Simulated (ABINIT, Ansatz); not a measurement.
**Quasiparticle gap of CaSe (Fm-3m) in ABINIT**

Wanted: ground state, empty states, screening and self-energy for CaSe (Fm-3m).

Program: ABINIT 10.8.3. Level of theory: LDA and many-body steps on it, plane waves. Results are calculated unless marked as measured.

The database entry behind the starting cell differs from later determinations by our own check (0.1 to 0.3 % short, probably kX units), so it need not match the best structure at ambient conditions.

### 1. Set-up

The structure is cubic, space group Fm-3m (No. 225). The conventional cell has a = 5.912 Å, b = 5.912 Å, c = 5.912 Å, α = 90.00°, β = 90.00°, γ = 90.00°. Nearest to Ca lie 6 Se at 2.96 Å. Nearest to Se lie 6 Ca at 2.96 Å. Farther neighbours and most contacts between anions are not listed.

As a file:

```cif
data_structure
_symmetry_space_group_name_H-M 'P 1'
_symmetry_Int_Tables_number 1
_cell_length_a 4.1804
_cell_length_b 4.1804
_cell_length_c 4.1804
_cell_angle_alpha 60.000
_cell_angle_beta 60.000
_cell_angle_gamma 60.000
_cell_volume 51.66
loop_
_atom_site_label
_atom_site_type_symbol
_atom_site_fract_x
_atom_site_fract_y
_atom_site_fract_z
_atom_site_occupancy
Ca1 Ca 0.00000 0.00000 0.00000 1
Se2 Se 0.50000 0.50000 0.50000 1
```

The cell and positions come from the Crystallography Open Database and are kept as given unless a step says otherwise.

### 2. Ground state

This step: ABINIT 10.8.3; DFT, LDA, plane waves, norm-conserving pseudopotentials.

The ground-state density comes first.

run.abi reads:

```
acell 3*1.0 Angstrom
rprim 
  -0.000000000000 2.956000000000 2.956000000000
  2.956000000000 -0.000000000000 2.956000000000
  2.956000000000 2.956000000000 -0.000000000000
ntypat 2
znucl 20 34
natom 2
typat 1 2
xred 
  0.000000000000 0.000000000000 0.000000000000
  0.500000000000 0.500000000000 0.500000000000
pp_dirpath "pseudos"
pseudos "Ca.upf, Se.upf"
ecut 39
ngkpt 6 6 6
nshiftk 1
shiftk 0 0 0
kptopt 1
chksymbreak 0
nband 18
occopt 1
tolvrs 1e-10
nstep 60
prtwf 0
optforces 0
optstress 0
indata_prefix "in"
outdata_prefix "out"
tmpdata_prefix "tmp"
```

Started as:

```sh
$ OMP_NUM_THREADS=1 mpirun -n 4 abinit run.abi > log
```

Numbers of over 12 decimals in the logs are rounded to 6 here.

What it wrote:

```text
.Version 10.8.3 of ABINIT. v10.8.2 released Aug 2026.

 Symmetries : space group Fm -3 m (#225); Bravais cF (face-center cubic)
================================================================================
 Values of the parameters that define the memory need of the present run
     intxc =       0    ionmov =       0      iscf =       7    lmnmax =       6
     lnmax =       6     mgfft =      48  mpssoang =       3    mqgrid =    3001
     natom =       2  nloc_mem =       1    nspden =       1   nspinor =       1
    nsppol =       1      nsym =      48    n1xccc =    2501    ntypat =       2
    occopt =       1   xclevel =       1
-    mband =          18        mffmem =           1         mkmem =           4
       mpw =        4087          nfft =      110592          nkpt =          16
================================================================================
  Rough estimation (10% accuracy) of disk space for files :
================================================================================

--------------------------------------------------------------------------------
------------- Echo of variables that govern the present computation ------------
--------------------------------------------------------------------------------
 -outvars: echo values of preprocessed input variables --------
            acell      1.8897261259E+00  1.8897261259E+00  1.8897261259E+00 Bohr

      chksymbreak           0
             ecut      3.90000000E+01 Hartree
-          fftalg         312

              ixc       -1012
              kpt      0.00000000E+00  0.00000000E+00  0.00000000E+00
                       1.66666667E-01  0.00000000E+00  0.00000000E+00
                       3.33333333E-01  0.00000000E+00  0.00000000E+00
                       5.00000000E-01  0.00000000E+00  0.00000000E+00
                       1.66666667E-01  1.66666667E-01  0.00000000E+00
                       3.33333333E-01  1.66666667E-01  0.00000000E+00
                       5.00000000E-01  1.66666667E-01  0.00000000E+00
                      -3.33333333E-01  1.66666667E-01  0.00000000E+00
                      -1.66666667E-01  1.66666667E-01  0.00000000E+00
   [... 5 further rows ...]
                      -3.33333333E-01  3.33333333E-01  1.66666667E-01
                      -3.33333333E-01  5.00000000E-01  1.66666667E-01
         kptrlatt        6    0    0      0    6    0      0    0    6
          kptrlen      4.73990399E+01
P           mkmem           4
            natom           2
            nband          18
            ngfft          48      48      48
             nkpt          16
            nstep          60
             nsym          48
           ntypat           2
              occ      2.000000  2.000000  2.000000  2.000000  2.000000  2.000000
                       2.000000  2.000000  2.000000  2.000000  2.000000  2.000000
                       2.000000  0.000000  0.000000  0.000000  0.000000  0.000000
        optforces           0
        optstress           0
            prtwf           0
            rprim     -0.0000000000E+00  2.9560000000E+00  2.9560000000E+00
[...]
spgroup         225

           tolvrs      1.00000000E-10

             xred      0.0000000000E+00  0.0000000000E+00  0.0000000000E+00
[...]
znucl       20.00000   34.00000

================================================================================

 chkinp: Checking input parameters for consistency.

================================================================================
== DATASET  1 ==================================================================
-   mpi_nproc: 4, omp_nthreads: 1 (-1 if OMP is not activated)

--- !DatasetInfo
iteration_state: {dtset: 1, }
dimensions: {natom: 2, nkpt: 16, mband: 18, nsppol: 1, nspinor: 1, nspden: 1, mpw: 4087, }
cutoff_energies: {ecut:  39.0, pawecutdg:  -1.0, }
electrons: {nelect:   2.60000000E+01, charge:   0.00000000E+00, occopt:   1.00000000E+00, tsmear:   1.00000000E-02, }

 Real(R)+Recip(G) space primitive vectors, cartesian coordinates (Bohr,Bohr^-1):
 R(1)=  0.0000000  5.5860304  5.5860304  G(1)= -0.0895090  0.0895090  0.0895090
 R(2)=  5.5860304  0.0000000  5.5860304  G(2)=  0.0895090 -0.0895090  0.0895090
 R(3)=  5.5860304  5.5860304  0.0000000  G(3)=  0.0895090  0.0895090 -0.0895090
 Unit cell volume ucvol=  3.4861004E+02 bohr^3
 Angles (23,13,12)=  6.00000000E+01  6.00000000E+01  6.00000000E+01 degrees

 getcut: wavevector=  0.0000  0.0000  0.0000  ngfft=  48  48  48
         ecut(hartree)=     39.000   => boxcut(ratio)=   2.16135

--- Pseudopotential description ------------------------------------------------
- Ca Generated using ONCVPSP code by D. R. Hamann
- 20.00000  10.00000  180309                  znucl, zion, pspdat
12 -1012 2 -1 1724                            pspcod,pspxc,lmax,lloc,mmax
     nproj     2     2     2
  pspatm : epsatm=   12.51424511
         --- l  ekb(1:nproj) -->
[...]
pspatm: atomic psp has been read  and splines computed

- Se Generated using ONCVPSP code by D. R. Hamann
- 34.00000  16.00000  180309                  znucl, zion, pspdat
12 -1012 2 -1 1198                            pspcod,pspxc,lmax,lloc,mmax
     nproj     2     2     2
  pspatm : epsatm=   28.37707470
         --- l  ekb(1:nproj) -->
[...]
2   -9.354314   -4.214768
 pspatm: atomic psp has been read  and splines computed

   1.06317432E+03                                ecore*ucvol(ha*bohr**3)
--------------------------------------------------------------------------------

_setup2: Arith. and geom. avg. npw (full set) are    4056.921    4056.900

================================================================================

--- !BeginCycle
iteration_state: {dtset: 1, }
solver: {iscf: 7, nstep: 60, nline: 4, wfoptalg: 0, }
tolerances: {tolvrs: 1.00E-10, }

     iter   Etot(hartree)      deltaE(h)  residm     vres2
 ETOT  1  -159.44063920731    -1.594E+02 1.615E+00 3.585E+01
 ETOT  2  -160.00898217267    -5.683E-01 2.781E-02 3.005E+00
 ETOT  3  -160.00946891469    -4.867E-04 8.307E-03 4.863E-01
 ETOT  4  -160.00951289247    -4.398E-05 3.219E-03 8.343E-03
 ETOT  5  -160.00951340522    -5.128E-07 2.980E-03 1.842E-03
 ETOT  6  -160.00951358113    -1.759E-07 5.241E-03 2.771E-05
 ETOT  7  -160.00951358450    -3.375E-09 3.192E-03 2.475E-07
 ETOT  8  -160.00951358457    -7.066E-11 3.589E-03 3.618E-09
 ETOT  9  -160.00951358458    -9.010E-12 1.284E-03 4.800E-10
 ETOT 10  -160.00951358457     1.248E-11 2.012E-03 1.849E-11

 At SCF step   10       vres2   =  1.85E-11 < tolvrs=  1.00E-10 =>converged.

--- !ResultsGS
iteration_state: {dtset: 1, }
comment   : Summary of ground state results
lattice_vectors:
- [ -0.0000000,   5.5860304,   5.5860304, ]
- [  5.5860304,  -0.0000000,   5.5860304, ]
- [  5.5860304,   5.5860304,  -0.0000000, ]
lattice_lengths: [   7.89984,    7.89984,    7.89984, ]
lattice_angles: [ 60.000,  60.000,  60.000, ] # degrees, (23, 13, 12)
lattice_volume:   3.4861004E+02
convergence: {deltae:  1.248E-11, res2:  1.849E-11, residm:  2.012E-03, diffor:  0.000E+00, }
etotal    :  -1.60009514E+02
entropy   :   0.00000000E+00
fermie    :   1.45373013E-01
cartesian_stress_tensor: null
pressure_GPa: null
xred      :
- [  0.0000E+00,   0.0000E+00,   0.0000E+00, Ca]
- [  5.0000E-01,   5.0000E-01,   5.0000E-01, Se]
cartesian_forces: null
force_length_stats: {min: null, max: null, mean: null, }

 Integrated electronic density in atomic spheres:
 ------------------------------------------------
 Atom  Sphere_radius  Integrated_density
    1        2.00000          7.58013522
    2        2.00000         13.30361893
================================================================================

 ----iterations are completed or convergence reached----

 Mean square residual over all n,k,spin=   17.454E-06; max=  20.118E-04
 reduced coordinates (array xred) for    2 atoms
       0.000000000000      0.000000000000      0.000000000000
       0.500000000000      0.500000000000      0.500000000000
 rms dE/dt=  0.0000E+00; max dE/dt=  0.0000E+00; dE/dt below (all hartree)
    1       0.000000000000      0.000000000000      0.000000000000
    2       0.000000000000      0.000000000000      0.000000000000

 cartesian coordinates (angstrom) at end:
    1      0.000000     0.000000     0.000000
    2      2.956000     2.956000     2.956000
 length scales=  1.889726125908  1.889726125908  1.889726125908 bohr
              =  1.000000000000  1.000000000000  1.000000000000 angstroms
 prteigrs : about to open file out_EIG
 Fermi (or HOMO) energy (hartree) =   0.14537   Average Vxc (hartree)=  -0.36517
 Eigenvalues (hartree) for nkpt=  16  k points:
 kpt#   1, nband= 18, wtk=  0.00463, kpt=  0.0000  0.0000  0.0000 (reduced coord)
  -1.54919   -1.54919   -1.54890   -1.54890   -1.54890   -1.30178   -0.61193   -0.61193
  -0.61193   -0.29101    0.14537    0.14537    0.14537    0.25903    0.27598    0.27598
   0.27614    0.29831
 prteigrs : prtvol=0 or 1, do not print more k-points.

--- !EnergyTerms
iteration_state     : {dtset: 1, }
comment             : Components of total free energy in Hartree
kinetic             :  9.15457959575958E+01
hartree             :  4.53532453238844E+01
xc                  : -3.11776952799524E+01
Ewald energy        : -8.86553272043264E+01
psp_core            :  3.04975245239927E+00
local_psp           : -1.32416254614719E+02
non_local_psp       : -4.77090302194490E+01
total_energy        : -1.60009513584567E+02
total_energy_eV     : -4.35408067718120E+03
band_energy         : -2.18036843821929E+01

== END DATASET(S) ==============================================================
================================================================================

 -outvars: echo values of variables after computation  --------
           etotal     -1.6000951358E+02
            nband          18
             nkpt          16
          spgroup         225
 [... the other variables as echoed above ...]

 Calculation completed.
```

Wall time 11 s (4 MPI ranks of Arm Neoverse V2, shared host); peak memory 0.34 GiB; 45 s of CPU time.

This step gave:

| Property | Result |
| --- | --- |
| total energy | -4354.0807 eV |
| gap | 1.875 eV |
| k of the valence top | 0, 0, 0 |
| k of the conduction bottom | 0.5, 0.5, 0 |
| least direct gap | 2.817 eV |

The gap is indirect, with the least direct gap 0.94 eV higher.

(Part 1 of 3 ends here.)

[Paths, hosts, dates, memory and timing lines, banners, echoed tables and standing remarks are left out of the program output.]

[Logs are printed without paths, hosts, clocks, repeated set-up lines and the standing remarks that a program may print on its own settings, such as how far it seeks lower states.]

[Runs of the session that timed out or met a known fault of the program may be left out.]

[Hosts, paths, dates, database ids (printed as entryN), source tags and the programs' standing remarks are cut or masked in the printed files.]

[G0W0 gaps are taken among the corrected bands and points alone; a level outside them can change the order at an edge.]

[Where Ansatz stands beside ABINIT at settings called matched, ABINIT's density can come from a denser mesh and the files from another edition; pairs whose starting gaps differed by over 0.03 eV were left out, so agreement reads better than it is.]
